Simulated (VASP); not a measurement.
# Si (a cell with a defect) in VASP: notebook, part 3 of 3

VASP 6.6.1. The steps go on from the part before.

## (5) Single point, PBEsol

File INCAR:

```
SYSTEM = Si
ALGO     = Fast           ! electronic algorithm
EDIFF    = 1E-6           ! SCF threshold, eV
ENCUT    = 520            ! plane-wave cutoff, eV
GGA      = PS             ! functional
ISIF     = 2              ! what is computed and relaxed
ISMEAR   = -1             ! smearing method
LASPH    = .TRUE.         ! aspherical terms in the spheres
LCHARG   = .TRUE.         ! write CHGCAR
LELF     = .TRUE.         ! ELF
LREAL    = Auto         
LVHAR    = .TRUE.       
LWAVE    = .FALSE.        ! write WAVECAR
NBANDS   = 48             ! bands
NELM     = 60             ! most SCF steps
PREC     = Accurate       ! precision mode
SIGMA    = 0.05           ! smearing width, eV
```

File KPOINTS:

```
k-points
0
G
  2 2 2
  0 0 0
```

File POSCAR:

```
Si
1.0
    0.0000000000      5.4300000000      5.4300000000
    5.4300000000      0.0000000000      5.4300000000
    5.4300000000      5.4300000000      0.0000000000
Si
17
Direct
   -0.0030303867     -0.0032688766      0.0023965009
    0.1246026703      0.1244505525      0.1263872007
   -0.0001453959     -0.0004531308      0.5063371087
    0.1206605893      0.1193917127      0.6342578269
   -0.0041991713      0.4971326888      0.0023564457
    0.1242689687      0.6174606814      0.1261546041
   -0.0006621547      0.4877555249      0.5060754144
    0.1259581031      0.6185131676      0.6298185083
    0.4973251381     -0.0044479742      0.0023407919
    0.6178324125      0.1240631676      0.1259843462
    0.4890279926     -0.0014031308      0.5057300184
    0.6189268877      0.1256808471      0.6297237569
    0.4968306630      0.4966735727      0.0019159300
    0.6224387661      0.6221308471      0.1241385820
    0.4984416206      0.4982246777      0.4973403315
    0.6188797422      0.6183047882      0.6293620626
    0.8704889503      0.8689267035      0.3850552486
```

Launch:

```bash
$ cat potpaw_PBE.64/Si/POTCAR > POTCAR
$ mpirun -np 1 vasp_std > vasp.out
```

Run time: 2.5 min. Hardware: 1 thread of AMD EPYC 9R45 (Zen 5), shared host; peak memory 0.43 GiB.

The run converged. Its results:

* Free energy: -93.9450 eV
* Pressure: 3.5 GPa
* Largest force: 0.036 eV/Å
* Band gap on the k mesh: none (metal or under the smearing width)

Forces in eV/Å, atoms in the order of the input:
```
Si  -0.018 -0.017  0.019
Si  -0.008 -0.003  0.011
Si  -0.002 -0.003 -0.008
Si  -0.014 -0.012  0.003
Si   0.001  0.006 -0.012
Si   0.002 -0.001 -0.001
Si  -0.003  0.008  0.013
Si   0.006  0.001 -0.009
Si   0.005  0.001 -0.008
Si  -0.003  0.002 -0.004
Si   0.015 -0.004  0.016
Si   0.001  0.007 -0.013
Si   0.004  0.010 -0.001
Si   0.014  0.008  0.006
Si   0.005  0.012 -0.014
Si   0.004  0.008 -0.021
Si  -0.011 -0.023  0.025
```

Levels at points of the mesh, in eV from the Fermi level:
```
           k point  band 30  band 31  band 32  band 33  band 34  band 35  band 36  band 37  band 38  band 39
(0.00, 0.00, 0.00)    -1.63    -0.73    -0.73    -0.72    -0.22    -0.19    -0.18     0.08     0.08     0.47
(0.50, 0.00, 0.00)    -1.47    -1.44    -1.32    -1.31    -0.28     0.53     0.59     0.90     0.92     1.33
(0.00, 0.50, 0.00)    -1.47    -1.44    -1.33    -1.31    -0.28     0.54     0.59     0.90     0.91     1.33
(0.00, 0.00, 0.50)    -1.48    -1.47    -1.31    -1.31    -0.29     0.54     0.54     0.93     0.93     1.32
(0.50, 0.50, 0.50)    -1.47    -1.45    -1.32    -1.31    -0.28     0.54     0.59     0.90     0.91     1.34
(0.50, 0.50, 0.00)    -1.92    -1.91    -1.77    -0.92     0.05     0.75     1.08     1.09     1.19     1.94
(0.00, 0.50, 0.50)    -1.91    -1.91    -1.78    -0.92     0.06     0.75     1.08     1.10     1.19     1.94
(0.50, 0.00, 0.50)    -1.92    -1.91    -1.78    -0.92     0.06     0.75     1.07     1.10     1.19     1.94
```

Caveat: the k mesh is coarse (spacing up to 0.50 Å⁻¹), so the values aren't converged; the PAW data sets were made with another functional, which shifts forces and pressure a little.

## (6) Single point, PBEsol

File INCAR:

```
PREC = Accurate
ENCUT = 520
EDIFF = 1E-7
ISMEAR = -1
SIGMA = 0.05
LREAL = Auto
LASPH = T
NELM = 100
ALGO = Fast
ISIF = 2
LWAVE = F
LCHARG = T
GGA = PS
LELF = T
LVHAR = T
NBANDS = 48
```

File KPOINTS:

```
Automatic mesh
0
Gamma
  2 2 2
```

File POSCAR:

```
Si
1.0
    0.0000000000      5.4300000000      5.4300000000
    5.4300000000      0.0000000000      5.4300000000
    5.4300000000      5.4300000000      0.0000000000
Si
17
Direct
    0.0007767035      0.0004621547     -0.0096302947
    0.1250866483      0.1247409761      0.1211085635
   -0.0063709945     -0.0066787293      0.4987380295
    0.1163072744      0.1156334254      0.6217639963
   -0.0009370166      0.4973513812      0.0026918969
    0.1290470534      0.6182925414      0.1242021179
    0.0011043278      0.4841162983      0.5065284530
    0.1252539595      0.6156880295      0.6301703499
    0.4977087477     -0.0013367403      0.0026958564
    0.6186902394      0.1286416206      0.1241900552
    0.4848013812      0.0005612339      0.5064129834
    0.6160417127      0.1248770718      0.6301647330
    0.5012635359      0.5008777164      0.0063996317
    0.6256162063      0.6252044199      0.1309174954
    0.4976891344      0.4973246777      0.5042589319
    0.6189206262      0.6184825046      0.6341957643
    0.8654815838      0.8646591160      0.3712635359
```

Potentials or basis: VASP PAW PBE potentials, release 64 (Si).

Launch:

```bash
$ cat potpaw_PBE.64/Si/POTCAR > POTCAR
$ mpirun -np 1 vasp_std > vasp.out
```

Run time: 2.9 min. Hardware: 1 thread of AMD EPYC 9R45 (Zen 5), shared host; peak memory 0.43 GiB.

The run converged. Its results:

```
Free energy            : -93.9294 eV
Pressure               : 3.4 GPa
Largest force          : 0.080 eV/Å
Band gap on the k mesh : none (metal or under the smearing width)
```

Forces in eV/Å, atoms in the order of the input:
```
Si   0.007  0.008 -0.016
Si   0.002  0.003 -0.006
Si   0.039  0.041  0.048
Si   0.041  0.041  0.030
Si  -0.006 -0.009 -0.020
Si   0.000 -0.016 -0.018
Si  -0.001 -0.022  0.013
Si   0.009 -0.008 -0.003
Si  -0.009 -0.006 -0.019
Si  -0.016 -0.001 -0.019
Si  -0.019 -0.003  0.014
Si  -0.008  0.009 -0.003
Si  -0.022 -0.020 -0.027
Si  -0.028 -0.029 -0.015
Si  -0.018 -0.016 -0.007
Si  -0.013 -0.009 -0.009
Si   0.042  0.038  0.056
```

Levels at points of the mesh, in eV from the Fermi level:
```tsv
k point	band 32	band 33	band 34	band 35	band 36	band 37
(0.00, 0.00, 0.00)	-0.71	-0.71	-0.26	-0.17	-0.16	0.08
(0.50, 0.00, 0.00)	-1.34	-1.29	-0.27	0.49	0.64	0.88
(0.00, 0.50, 0.00)	-1.34	-1.29	-0.27	0.49	0.64	0.88
(0.00, 0.00, 0.50)	-1.33	-1.29	-0.27	0.49	0.64	0.88
(0.50, 0.50, 0.50)	-1.31	-1.31	-0.30	0.51	0.51	0.97
(0.50, 0.50, 0.00)	-1.77	-0.91	0.05	0.73	1.07	1.13
(0.00, 0.50, 0.50)	-1.77	-0.91	0.05	0.73	1.07	1.12
(0.50, 0.00, 0.50)	-1.77	-0.91	0.05	0.73	1.07	1.12
```

Caveat: the k mesh is coarse (spacing up to 0.50 Å⁻¹), so the values aren't converged; the PAW data sets were made with another functional, which shifts forces and pressure a little.
